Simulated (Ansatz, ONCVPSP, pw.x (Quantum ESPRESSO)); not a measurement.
# pw.x on fcc Mo: one setting changed

Potential: optimised norm-conserving Vanderbilt (ONCV), ONCVPSP 4.0.1.1 (patched build), PBE; core [Ar] 3d10, reference 4s2 4p6 4d5 5s1; waves: 4s+5s: rc 1.70 bohr, ncon 4, nbas 7, qcut 7.9 1/bohr, 2 projectors; 4p: rc 1.45 bohr, ncon 5, nbas 8, qcut 11.1 1/bohr, 2 projectors, debl 2.1 Ha; 4d: rc 2.70 bohr, ncon 4, nbas 9, qcut 6.2 1/bohr, 2 projectors, debl 3 Ha; local part: polynomial inside 0.90 bohr (lpopt 1, dvloc0 6 Ha); core correction: none.

The reference run (k-mesh 14³, cutoffs 110/440 Ry, Fermi–Dirac 0.01 Ry, mixing_beta 0.4, conv_thr 1e-9, no spin) gives 1.49 GPa at 16.027 Å³/atom, where all-electron LAPW gives 0.44 GPa. This run, with its own iteration cap, changes degauss to 0.005.

```
&control
  calculation='scf', prefix='x', pseudo_dir='./', outdir='./tmp', tstress=.true., disk_io='none'
/
&system
  ibrav=0, nat=1, ntyp=1, ecutwfc=110, ecutrho=440, nbnd=15,
  occupations='smearing', smearing='fd', degauss=0.005
/
&electrons
  conv_thr=1e-09, mixing_beta=0.4, electron_maxstep=70
/
ATOMIC_SPECIES
Mo 1.0 Mo.UPF
CELL_PARAMETERS angstrom
  0.00000000 2.00112437 2.00112437
  2.00112437 0.00000000 2.00112437
  2.00112437 2.00112437 0.00000000
ATOMIC_POSITIONS crystal
Mo 0.0000 0.0000 0.0000
K_POINTS automatic
14 14 14 0 0 0
```

```bash
pw.x < Mo.scf.in > Mo.scf.out
```

Q: How does the run end?

A: It converges in 8 iterations; the free energy moves by +29.1 meV/atom and the pressure by -0.48 GPa. In a metal, with Fermi–Dirac smearing, F lies below its zero-width value by a term in the square of the width.

```
Message from routine setup:
     using ibrav=0 with symmetry is DISCOURAGED, use correct ibrav instead
     lattice parameter (alat)  =       5.3480  a.u.
     unit-cell volume          =     108.1556 (a.u.)^3
     number of electrons       =        14.00
     number of Kohn-Sham states=           15
     kinetic-energy cutoff     =     110.0000  Ry
     charge density cutoff     =     440.0000  Ry
     scf convergence threshold =      1.0E-09
     Exchange-correlation= PBE
     number of k points=   104  Fermi-Dirac smearing, width (Ry)=  0.0050
     iteration #  1     ecut=   110.00 Ry     beta= 0.40
     total energy              =    -135.60502610 Ry
     estimated scf accuracy    <       0.10669096 Ry
     iteration #  2     ecut=   110.00 Ry     beta= 0.40
     total energy              =    -135.60923042 Ry
     estimated scf accuracy    <       0.01195772 Ry
     iteration #  3     ecut=   110.00 Ry     beta= 0.40
     total energy              =    -135.61075499 Ry
     estimated scf accuracy    <       0.00076347 Ry
     [... 2 iterations left out ...]
     iteration #  6     ecut=   110.00 Ry     beta= 0.40
     total energy              =    -135.61079939 Ry
     estimated scf accuracy    <       0.00000003 Ry
     iteration #  7     ecut=   110.00 Ry     beta= 0.40
     total energy              =    -135.61079940 Ry
     estimated scf accuracy    <          6.0E-09 Ry
     iteration #  8     ecut=   110.00 Ry     beta= 0.40
     the Fermi energy is    20.5855 ev
!    total energy              =    -135.61079940 Ry
     estimated scf accuracy    <          3.4E-11 Ry
     smearing contrib. (-TS)   =      -0.00136379 Ry
     The total energy is F=E-TS. E is the sum of the following terms:
     one-electron contribution =     -18.68413635 Ry
     hartree contribution      =      17.53782791 Ry
     xc contribution           =     -15.64590272 Ry
     ewald contribution        =    -118.81722445 Ry
     convergence has been achieved in   8 iterations
          total   stress  (Ry/bohr**3)                   (kbar)     P=       10.12
     Message from routine punch:
     Nothing written, as per user request (disk_io='none')
```

The run took about 20 s on one core of a shared host (Intel(R) Xeon(R) Platinum 8559C, 192 threads, 1488 GiB, load 40).
